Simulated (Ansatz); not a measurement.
## Ionic part of the dielectric constant of HfS₂ at 4 GPa, mode by mode

The calculation used DFT PBE+D3(BJ), scalar-relativistic, plane waves, PAW in Ansatz 0.2.0. Plane waves to 420 eV; Γ-centred k mesh 12×12×8; fixed occupations. No spin polarisation. Phonons by linear response, acoustic sum rule imposed.

The structure is trigonal, space group P-3m1 (No. 164). Conventional cell: a = 3.544 Å, b = 3.544 Å, c = 5.486 Å, α = 90.00°, β = 90.00°, γ = 120.00°. Around Hf (site symmetry -3m) lie 6 S at 2.52 Å. S (site symmetry 3m) is surrounded by 3 Hf at 2.52 Å.

Spin–orbit coupling is left out, which matters for heavy elements.

The primitive cell has V = 59.68 Å³ and ε∞,xx = 12.011. Each polar mode adds Δε = (4.92064×10⁷/V)·S/ν² along x, with S its oscillator strength in e²/amu, ν in cm⁻¹ and V in Å³.

Question: From these modes, find each Δε and ε0,xx.
| ν (cm⁻¹) | S_xx (e²/amu) |
| --- | --- |
| 164.0 | 0.9485 |

Answer:
```json
{"ν (cm⁻¹)": "164.0", "Δε": "29.08"}
```

The sum is 29.083, so ε0,xx = 41.09; the run's tensor has 41.09.

Question: Where do the longitudinal modes lie for a wave vector along x?

Answer: At 303 cm⁻¹. The Lyddane–Sachs–Teller product Π(ν_LO/ν_TO)² = 3.42 matches ε0/ε∞ = 3.42.

Cost: 1 run of about 2.6 core-minutes, on AMD EPYC 9R45 (Zen 5) (shared hosts).

The in-plane static response of HfS₂ is mainly ionic: a single polar mode at 164.0 cm⁻¹ contributes 29.08, more than twice the electronic part of 12.011. In this mode the Hf sublattice moves against the two S layers, and its oscillator strength implies a Born charge on Hf well above the formal tetravalent value. Such an anomalous charge is typical of a d⁰ cation whose empty d states mix with filled S 3p states, so that changes in bond length drive electronic charge between the atoms. The low transverse frequency amplifies the effect, since the contribution scales with its inverse square. The same large dipole produces the wide splitting up to 303 cm⁻¹, even though electronic screening weakens the restoring field. The semilocal functional probably makes the gap too small and hence the electronic permittivity too large, which would also make this splitting too small. The Lyddane–Sachs–Teller agreement shows internal consistency, not the accuracy of either permittivity.
